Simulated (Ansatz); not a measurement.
Input and command of a calculation in Ansatz (plane waves; scalar-relativistic PAW potentials unless the input names others):

```yaml
crystal:
  lattice:
    - [3.16118635, 0.0, 0.0]
    - [0.0, 3.16118635, 0.0]
    - [0.0, 0.0, 3.210070675]
  atoms:
    - { symbol: K, position: [0.0, 0.0, 0.0] }
    - { symbol: F, position: [0.5, 0.5, 0.5] }
basis:
  ecutwfc: "500 eV"
kpoints:
  mp_grid: { grid: [8, 8, 8] }
hamiltonian:
  xc: lda
scf:
  occupations: { method: gaussian, width: 0.05 }
  n_extra_bands: 1
output:
  forces: true
  eigenvalues: true
  stress: true
```

```bash
ansatz run input.yaml --threads 1 --pin off --max-ram 1228MiB --backend cpu --events-out ev --progress --plain --runs-dir out
```

Abridged log:
```
scf.n_extra_bands = 1 over 8 filled bands (N_el = 16.0): the run solves 9 bands
Pseudopotentials: kind: paw
Pseudopotential: K, paw, valence charge 9, recommended cutoff 420 eV (normal)
Pseudopotential: F, paw, valence charge 7, recommended cutoff 420 eV (normal)
Functional definition: SPW92
Crystal: 2 atoms, lattice volume = 32.079 Å³
Basis set: ecut = 500 eV, 799 PW (Γ)
Bands: 9, of which v1, the nominal top of the filled ones, is band 8 counted from 1 (7 counted from 0)
Symmetry: 16 space group operations
Space group: P4/mmm (ITA 123), of the structure as read, at distance tolerance 3.2e-5 Å
k-points: 75 of 512
Initial density: superposition of atomic densities (neutral atoms: chi_scale 0, normalization atom), corrected by the library's trained network
Initial wavefunctions: pseudopotential atomic-orbital guess
Functional: x = slater, c = lda
SCF iter   1: F=—  HF=-2292.673400 eV  |F-HF|=—  |Δ(HF+E_count)|=         —  Δρ=1.93e-2  dr2=9.19e-2  ethr=1.77e-3  ⟨swp⟩=5.2  Hψ=4600  notcnv=0
SCF iter   2: F=—  HF=-2292.656222 eV  |F-HF|=—  |Δ(HF+E_count)|=   1.72e-2  Δρ=1.36e-2  dr2=3.08e-2  ethr=5.74e-4  ⟨swp⟩=2.0  Hψ=1869  notcnv=0
SCF iter   3: F=—  HF=-2292.647202 eV  |F-HF|=—  |Δ(HF+E_count)|=   9.02e-3  Δρ=2.67e-3  dr2=9.99e-4  ethr=1.92e-4  ⟨swp⟩=2.1  Hψ=1264  notcnv=0
SCF iter   4: F=—  HF=-2292.646840 eV  |F-HF|=—  |Δ(HF+E_count)|=   3.63e-4  Δρ=4.01e-4  dr2=1.80e-5  ethr=6.25e-6  ⟨swp⟩=2.0  Hψ=1246  notcnv=0
SCF iter   5: F=—  HF=-2292.646835 eV  |F-HF|=—  |Δ(HF+E_count)|=   5.05e-6  Δρ=2.22e-5  dr2=4.51e-8  ethr=1.13e-7  ⟨swp⟩=2.0  Hψ=1191  notcnv=0
SCF iter   6: F=-2292.646835 eV  HF=-2292.646835 eV  |F-HF|=8.21e-10  |Δ(HF+E_count)|=   3.33e-8  Δρ=2.08e-6  dr2=1.38e-9  ethr=2.82e-10  ⟨swp⟩=2.1  Hψ=2658  notcnv=0
SCF 1 converged in 6 iterations: F = -2292.646835 eV  dr2 = 1.38e-9
SCF converged after 6 iterations
Free energy (F): -2292.646835 eV
Harris-Foulkes:  -2292.646835 eV  (|F-HF|=8.21e-10)
Internal energy: -2292.646835 eV  (E = F + TS)
E sigma→0 (E₀):  -2292.646835 eV
Fermi energy:    6.078914 eV
--- Forces (eV/Å), atoms counted from 1 ---
  atom   1  K      0.00000000     0.00000000     0.00000000
  atom   2  F      0.00000000     0.00000000     0.00000000
--- Stress (GPa, compression-positive) ---
       -3.312683       0.000000       0.000000
        0.000000      -3.312683       0.000000
        0.000000       0.000000      -4.687815
  P = ⅓ Tr σ = -3.7711 GPa (-37.711 kbar)
```

Apart from outputs, the input differs from a reference run on usual settings in basis.ecutwfc: 420 → "500 eV"; scf.n_extra_bands: not typed → 1. The reference, at the same geometry (not necessarily relaxed), gave pressure -3.78 GPa, largest force 0.000 eV/Å, gap on the mesh 6.45 eV. This run converged in 6 SCF iterations (reference: 6) with an energy at zero smearing 3.78 meV/atom below the reference's, pressure -3.77 GPa, largest force 0.000 eV/Å, gap on the mesh 6.45 eV.